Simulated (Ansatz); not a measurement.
# NbC (Niobocarbide): properties at the relaxed cell

The task here is to estimate one member of a computed series from the others.

Method: DFT PBE, scalar-relativistic, plane waves, PAW, in Ansatz 0.2.0.

1 further run of the same task is left out (set aside as unsound or not needed).

**The structure to begin with**

Symmetry: Fm-3m, No. 225, cubic system. Conventional cell: a = 4.485 Å, b = 4.485 Å, c = 4.485 Å, α = 90.00°, β = 90.00°, γ = 90.00°. Nb (site symmetry m-3m) has 6 C at 2.24 Å as nearest neighbours. C (site symmetry m-3m) is surrounded by 6 Nb at 2.24 Å.

Structure file:

```cif
data_structure
_symmetry_space_group_name_H-M 'P 1'
_symmetry_Int_Tables_number 1
_cell_length_a 3.1714
_cell_length_b 3.1714
_cell_length_c 3.1714
_cell_angle_alpha 60.000
_cell_angle_beta 60.000
_cell_angle_gamma 60.000
_cell_volume 22.56
loop_
_atom_site_label
_atom_site_type_symbol
_atom_site_fract_x
_atom_site_fract_y
_atom_site_fract_z
_atom_site_occupancy
Nb1 Nb 0.00000 0.00000 0.00000 1
C1 C 0.50000 0.50000 0.50000 1
```

This cell was relaxed beforehand with the same method: volume 11.28 Å³/atom, gap on the mesh none (metal).

The first run:

input.yaml

```yaml
crystal:
  lattice:
    - [0.0, 2.2425431907, 2.2425431907]
    - [2.2425431907, 0.0, 2.2425431907]
    - [2.2425431907, 2.2425431907, 0.0]
  atoms:
    - { symbol: Nb, position: [0.0, 0.0, 0.0] }
    - { symbol: C, position: [0.5, 0.5, 0.5] }
basis:
  ecutwfc: 420
kpoints:
  mp_grid: { grid: [16, 16, 16] }
  band_path:
    path:
      - [[0.0, 0.0, 0.0], [0.5, 0.0, 0.5], [0.625, 0.25, 0.625]]
      - [[0.375, 0.375, 0.75], [0.0, 0.0, 0.0], [0.5, 0.5, 0.5], [0.5, 0.25, 0.75], [0.5, 0.0, 0.5]]
    npoints: 14
hamiltonian:
  xc: pbe
scf:
  occupations: { method: gaussian, width: 0.1 }
  n_extra_bands: 6
output:
  forces: true
  stress: true
  eigenvalues: true
  populations: true
  dos: { projected: true, de: 0.02, nscf_kmesh: { grid: [24, 24, 24] } }
  bader: true
  write_density: true
  write_potential: true
  elf: true
  volumetric_format: npy
```

Run with:

```sh
$ ansatz run input.yaml --threads 1 --pin off --max-ram 2560MiB --backend cpu --events-out ev --progress --plain --runs-dir out
```

Among the steps run: Electronic structure at the relaxed geometry; The cell under PBEsol; Relaxing with LDA; Relaxing with PBE+D3(BJ).

One of the session's tables, all rows but one given; the rest of the session is left out.

It belongs to the step «One structure, several functionals». 

```
functional  a (Å)  b (Å)  c (Å)  volume (Å³/atom)
       PBE  3.171  3.171  3.171             11.28
    PBEsol      ?      ?      ?                 ?
       LDA  3.130  3.130  3.130             10.85
PBE+D3(BJ)  3.147  3.147  3.147             11.01
```

Q: Estimate the row for PBEsol from the others.

The run gave: a (Å): 3.147; b (Å): 3.147; c (Å): 3.147; volume (Å³/atom): 11.02.
